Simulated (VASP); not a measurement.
Crystal: Sb.

```
Sb
1.0
    -1.87134    1.87134    1.87134
     1.87134   -1.87134    1.87134
     1.87134    1.87134   -1.87134
Sb
1
Direct
  0.00000 0.00000 0.00000
```

This isn't the form of Sb at room conditions, which is rhombohedral.

* Program: VASP 6.6.1
* Task: relaxation of cell and atoms
* Functional: BEEF-vdW
* Potentials or basis: VASP PAW PBE potentials, release 64 (Sb)
* Cutoff: 600 eV
* k mesh: 10 × 10 × 10
* Occupations: fermi-dirac, width 0.05 eV
* Spin: no spin polarisation

At the start: pressure 4.1 GPa; volume 26.21 Å³/atom.

Task: Where does the relaxation end?

Result: Over 4 steps the energy falls by 21.2 meV/atom and the volume is 27.98 Å³/atom (+6.7 %); space group Im-3m (No. 229, to 0.05 Å).

The path:
| step | energy change (eV) | largest force (eV/Å) | pressure (GPa) | volume (Å³) |
| --- | --- | --- | --- | --- |
| 1 | 0.0000 | 0.0000 | 4.06 | 26.21 |
| 2 | -0.0145 | 0.0000 | 2.16 | 26.97 |
| 3 | -0.0211 | 0.0000 | 0.22 | 27.88 |
| 4 | -0.0212 | 0.0000 | 0.01 | 27.98 |

Final structure:
```
CELL_PARAMETERS angstrom
-1.91253 1.91253 1.91253
1.91253 -1.91253 1.91253
1.91253 1.91253 -1.91253
ATOMIC_POSITIONS crystal
Sb 0.00000 0.00000 0.00000
```

Caveat: the PAW data sets were made with another functional, which shifts forces and pressure a little.
